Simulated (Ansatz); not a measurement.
Runs of Ansatz 0.2.0 on Ag. The structure is cubic, space group Fm-3m (No. 225). The conventional cell has a = 4.085 Å, b = 4.085 Å, c = 4.085 Å, α = 90.00°, β = 90.00°, γ = 90.00°. Ag (site symmetry m-3m) is surrounded by 12 Ag at 2.89 Å. 

```tsv
task	level	spin	cell	k mesh	mesh quality	gap on the mesh (eV)	pressure (GPa)	relaxed volume (Å³/atom)
relaxation of cell and atoms	revPBE+D4	off	relaxed	11 × 11 × 11	not flagged	-	0.0	16.85
relaxation of cell and atoms	revPBE+D3(BJ)	off	relaxed	11 × 11 × 11	not flagged	-	0.0	(b)
relaxation of cell and atoms	PBE0	off	relaxed	6 × 6 × 6	coarse	none	0.0	18.08
relaxation of cell and atoms	RPBE+D3(BJ)	off	relaxed	11 × 11 × 11	not flagged	-	0.0	14.20
relaxation of cell and atoms	PBEsol+D4	off	relaxed	11 × 11 × 11	not flagged	-	0.0	(a)
relaxation of cell and atoms	B3LYP	off	relaxed	6 × 6 × 6	coarse	none	0.0	19.27
relaxation of cell and atoms	BLYP+D3(BJ)	off	relaxed	11 × 11 × 11	not flagged	-	0.0	16.88
relaxation of cell and atoms	PBEsol+D3(BJ)	off	relaxed	11 × 11 × 11	not flagged	none	0.0	15.89
relaxation of cell and atoms	RPBE+D4	off	relaxed	11 × 11 × 11	not flagged	-	0.0	16.88
single point	PBE0	SOC, no magnetisation	as given	5 × 5 × 5	coarse	none	(c)	-
single point	B3LYP	off	as given	6 × 6 × 6	coarse	none	12.0	-
```

Alike in all rows: potentials or basis Ansatz PAW; cutoff (eV) 420; smearing fermi-dirac 0.05 eV.

**Question.** Estimate the missing entries.

**Answer.** (a) 16.21; (b) 16.49; (c) 2.6.

Caveats: some runs use coarse meshes; the PAW data sets come from PBE, with cores solved anew for the run's functional, which leaves a small shift of forces and pressure; the plane-wave basis is chosen anew once the cell has moved, so the energies of steps on either side of that aren't comparable (some runs); the thresholds are loose for stress (some runs); the volume moved by over 15 % at a fixed basis, so the end points are rough (some runs); the volume moved by -17 % from the deposited cell, more than functionals usually miss (some runs); the volume moved by +13 % from the deposited cell, more than functionals usually miss (some runs); pairwise dispersion overbinds metals, which lowers pressure and volume (some runs).

A k mesh can miss the band edges, and rows without SOC leave out spin-orbit coupling on Ag.

A gap of «none» marks a metal or a gap under the smearing width.

Runs at the PBE level aren't shown here.
